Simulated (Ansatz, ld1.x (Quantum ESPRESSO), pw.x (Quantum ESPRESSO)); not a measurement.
# pw.x on diamond Ca: one setting changed

Potential: norm-conserving Troullier–Martins (Kleinman–Bylander form), ld1.x (Quantum ESPRESSO) 7.5, PBE; core [Ar], reference 3d0 4s2 4p0; waves: 4p (bound, empty): rc 3.65 bohr; 3d (bound, empty): rc 2.22 bohr; 4s (bound): rc 2.70 bohr; local part: the s channel; core correction: a·sin(br)/r model core inside 0.95 bohr.

The reference run (k-mesh 8³, cutoffs 50/200 Ry, Fermi–Dirac 0.01 Ry, mixing_beta 0.4, conv_thr 1e-9, no spin) gives 0.04 GPa at 79.425 Å³/atom, where all-electron LAPW gives -0.00 GPa. This run, with its own iteration cap, changes mixing_ndim to 2.

```
&control
  calculation='scf', prefix='x', pseudo_dir='./', outdir='./tmp', tstress=.true., disk_io='none'
/
&system
  ibrav=0, nat=2, ntyp=1, ecutwfc=50, ecutrho=200, nbnd=9,
  occupations='smearing', smearing='fd', degauss=0.01
/
&electrons
  conv_thr=1e-09, mixing_beta=0.4, electron_maxstep=60, mixing_ndim=2
/
ATOMIC_SPECIES
Ca 1.0 Ca.UPF
CELL_PARAMETERS angstrom
  0.00000000 4.29852121 4.29852121
  4.29852121 0.00000000 4.29852121
  4.29852121 4.29852121 0.00000000
ATOMIC_POSITIONS crystal
Ca 0.0000 0.0000 0.0000
Ca 0.2500 0.2500 0.2500
K_POINTS automatic
8 8 8 0 0 0
```

```bash
pw.x < Ca.scf.in > Ca.scf.out
```

**Question.** How does the run end?

**Answer.** It converges in 10 iterations; the free energy moves by +0.0 meV/atom and the pressure by +0.00 GPa. The result is that of the reference run.

```
Message from routine setup:
     using ibrav=0 with symmetry is DISCOURAGED, use correct ibrav instead
     lattice parameter (alat)  =      11.4877  a.u.
     unit-cell volume          =    1071.9729 (a.u.)^3
     number of electrons       =         4.00
     number of Kohn-Sham states=            9
     kinetic-energy cutoff     =      50.0000  Ry
     charge density cutoff     =     200.0000  Ry
     scf convergence threshold =      1.0E-09
     Exchange-correlation= PBE
     number of k points=    29  Fermi-Dirac smearing, width (Ry)=  0.0100
     iteration #  1     ecut=    50.00 Ry     beta= 0.40
     total energy              =     -25.23994814 Ry
     estimated scf accuracy    <       0.00355049 Ry
     iteration #  2     ecut=    50.00 Ry     beta= 0.40
     total energy              =     -25.24058288 Ry
     estimated scf accuracy    <       0.00094471 Ry
     iteration #  3     ecut=    50.00 Ry     beta= 0.40
     total energy              =     -25.24099664 Ry
     estimated scf accuracy    <       0.00015489 Ry
     iteration #  4     ecut=    50.00 Ry     beta= 0.40
     total energy              =     -25.24103790 Ry
     estimated scf accuracy    <       0.00005523 Ry
     iteration #  5     ecut=    50.00 Ry     beta= 0.40
     total energy              =     -25.24105504 Ry
     estimated scf accuracy    <       0.00000086 Ry
     iteration #  6     ecut=    50.00 Ry     beta= 0.40
     total energy              =     -25.24105859 Ry
     estimated scf accuracy    <       0.00000048 Ry
     iteration #  7     ecut=    50.00 Ry     beta= 0.40
     total energy              =     -25.24105872 Ry
     estimated scf accuracy    <       0.00000052 Ry
     iteration #  8     ecut=    50.00 Ry     beta= 0.40
     total energy              =     -25.24105865 Ry
     estimated scf accuracy    <       0.00000014 Ry
     iteration #  9     ecut=    50.00 Ry     beta= 0.40
     total energy              =     -25.24105870 Ry
     estimated scf accuracy    <          2.2E-09 Ry
     iteration # 10     ecut=    50.00 Ry     beta= 0.40
     the Fermi energy is    -0.0005 ev
!    total energy              =     -25.24105872 Ry
     estimated scf accuracy    <          3.0E-10 Ry
     smearing contrib. (-TS)   =      -0.01446445 Ry
     The total energy is F=E-TS. E is the sum of the following terms:
     one-electron contribution =       1.40274853 Ry
     hartree contribution      =       0.09131362 Ry
     xc contribution           =     -24.06805039 Ry
     ewald contribution        =      -2.65260601 Ry
     convergence has been achieved in  10 iterations
          total   stress  (Ry/bohr**3)                   (kbar)     P=        0.45
     Message from routine punch:
     Nothing written, as per user request (disk_io='none')
```

The run took about 33 s on one core of a shared host (Neoverse-V2, 96 threads, 742 GiB, load 39).
